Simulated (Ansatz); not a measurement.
The system is KTaO3.

```
CELL_PARAMETERS angstrom
3.98830 0.00000 0.00000
0.00000 3.98830 0.00000
0.00000 0.00000 3.98830
ATOMIC_POSITIONS crystal
Ta 0.00000 0.00000 0.00000
K 0.50000 0.50000 0.50000
O 0.00000 0.00000 0.50000
O 0.00000 0.50000 0.00000
O 0.50000 0.00000 0.00000
```

| Quantity | Value |
| --- | --- |
| Program | Ansatz 0.2.0 |
| Task | relaxation of cell and atoms |
| Functional | rPW86-PBE |
| Potentials or basis | Ansatz PAW |
| Cutoff | 420 eV (not typed: the program's choice for these potentials) |
| k mesh | 7 × 7 × 7 |
| Occupations | fermi-dirac, width 0.05 eV |
| Spin | no spin polarisation |

At the start: volume 12.69 Å³/atom.

Task: Where does the relaxation end?

Result: It ends after 7 steps and the volume is 13.34 Å³/atom (+5.1 %); space group Pm-3m (No. 221, to 0.05 Å).

Step by step:
```csv
step,energy change (eV),largest force (eV/Å),volume (Å³)
1,0.0000,0.0000,63.44
2,-0.0755,0.0000,67.36
3,-0.0835,0.0000,66.62
4,-0.0838,0.0000,66.56
5,-0.0983,0.0000,66.56
6,-0.0980,0.0000,66.69
7,-0.0987,0.0000,66.69
```

Final structure:
```xyz
5
Lattice="4.0553 0.0000 0.0000 0.0000 4.0553 0.0000 0.0000 0.0000 4.0553" Properties=species:S:1:pos:R:3 pbc="T T T"
Ta    0.0000    0.0000    0.0000
K     2.0277    2.0277    2.0277
O     0.0000    0.0000    2.0277
O     0.0000    2.0277    0.0000
O     2.0277    0.0000    0.0000
```

Caveat: the plane-wave basis is chosen anew once the cell has moved, so the energies of steps on either side of that aren't comparable; the pressure holds a Pulay correction of +0.5 GPa for the finite cutoff; the PAW data sets come from PBE, with cores solved anew for the run's functional, which leaves a small shift of forces and pressure.
